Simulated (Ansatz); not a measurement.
# CaF2: the gap from level to level

A database entry relaxed whole under r2SCAN at zero pressure (Fm-3m, No. 225):

```
Ca F
1.0
     0.00000    2.72014    2.72014
     2.72014    0.00000    2.72014
     2.72014    2.72014    0.00000
Ca F
1 2
Cartesian
  0.0000 0.0000 0.0000
  1.3601 1.3601 1.3601
  4.0802 4.0802 4.0802
```

Its volume is 13.42 Å³ an atom, -1.2 % against the entry's 13.58, a cell as deposited in COD (1971).

Single points on this cell with plane-wave PAW DFT (Ansatz 0.2.0; r2SCAN 500 eV, hybrids 420 eV; fermi-dirac occupations of width 0.020 eV; no moments): r2SCAN on a 10×10×10 Γ-centred mesh; HSE06 on a 8×8×8 Γ-centred mesh; PBE0 on a 8×8×8 Γ-centred mesh.

What does each level give for gap and charges?

The runs give:

```csv
level,"gap (eV), or kind",pressure (GPa),Bader charge of Ca (e),Bader charge of F (e)
r2SCAN,8.03,0.0,+1.69,-0.85
HSE06,9.44,1.3,+1.71,-0.86
PBE0,10.21,1.2,+1.71,-0.86
```

Under r2SCAN the gap is 8.03 eV, over mesh and band path. HSE06 moves it by +1.42 eV and PBE0 by +2.18 eV; PBE0 keeps its exact exchange at long range, which widens the gap over HSE06's by 0.76 eV on their common mesh.

Caveats: the relaxation kept the start's symmetry; HSE06 is read on its mesh and at the zone's corners, PBE0 on its mesh alone; hybrid pressures are good to a few tenths of a GPa; pressure is positive in compression.
